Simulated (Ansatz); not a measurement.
**GaSb: equation of state with PBE**

The system is GaSb.

```
Sb Ga
1.0
    -2.75343    2.75343    1.59071
     2.75343   -2.75343    1.59071
     2.75343    2.75343   -1.59071
Sb Ga
1 1
Direct
  0.00000 0.00000 0.00000
  0.75000 0.25000 0.50000
```

Measurements of this composition are mostly on another form, of space group No. 216.

```json
{
 "Program": "Ansatz 0.2.0",
 "Task": "equation of state",
 "Functional": "PBE",
 "Potentials or basis": "Ansatz PAW",
 "Cutoff": "420 eV",
 "Density cutoff": "1680 eV",
 "k mesh": "10 × 10 × 10",
 "Occupations": "fermi-dirac, width 0.05 eV",
 "Spin": "no spin polarisation"
}
```

```yaml
Equilibrium_volume: 24.19 Å³/atom
Bulk_modulus_at_fixed_shape_and_positions: 52 GPa
Pressure_derivative_of_the_bulk_modulus: 4.7
```

Energy against volume, from the lowest point:
```
volume (Å³/atom)  energy (meV/atom)
          22.672              17.38
          23.155               7.74
          23.637               2.10
          24.120               0.00
          24.602               1.07
          25.084               4.98
          25.567              11.42
```

All runs of the series together: 38 s on 2 threads of Arm Neoverse V1 (shared host).

Caveat: the cell was scaled at fixed shape and fractional positions, which overstates the stiffness of a crystal with free parameters, most of all of layers and chains. Spin-orbit coupling is left out, which matters for the levels of Sb.
